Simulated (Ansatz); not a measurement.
Crystal: NiGe.

```
Ge Ni
1.0
     5.38100    0.00000    0.00000
     0.00000    3.42800    0.00000
     0.00000    0.00000    5.81100
Ge Ni
4 4
Cartesian
  1.6789 2.5710 5.3287
  3.7021 0.8570 0.4823
  1.0116 0.8570 2.4232
  4.3694 2.5710 3.3878
  2.6636 2.5710 1.8014
  2.7174 0.8570 4.0096
  0.0269 0.8570 4.7069
  5.3541 2.5710 1.1041
```

Base run:

| Item | Value |
| --- | --- |
| Program | Ansatz 0.2.0 |
| Functional | PBE |
| Potentials or basis | Ansatz PAW |
| Cutoff | 420 eV |
| Density cutoff | 1680 eV |
| k mesh | 5 × 8 × 5 |
| Occupations | fermi-dirac, width 0.05 eV |
| Spin | collinear spin, ferromagnetic start |
| Starting moments | [0.0, 0.0, 0.0, 0.0, 1.0, 1.0, 1.0, 1.0] μB |

Its results: band gap on the k mesh none (metal or under the smearing width); pressure 3.6 GPa; net moment 0.00 μB per cell; largest force 0.160 eV/Å.

**Question.** The run is repeated on the same cell with these changes: functional from PBE to LDA. What comes out?

**Answer.** Band gap on the k mesh none (metal or under the smearing width); pressure -7.9 GPa; net moment 0.00 μB per cell; largest force 0.240 eV/Å.

LDA binds more tightly than PBE, so the same cell stands under less pressure.

Caveats: the PAW data sets come from PBE, with cores solved anew for the run's functional, which leaves a small shift of forces and pressure (some runs).

Not every run made on this cell is shown here.
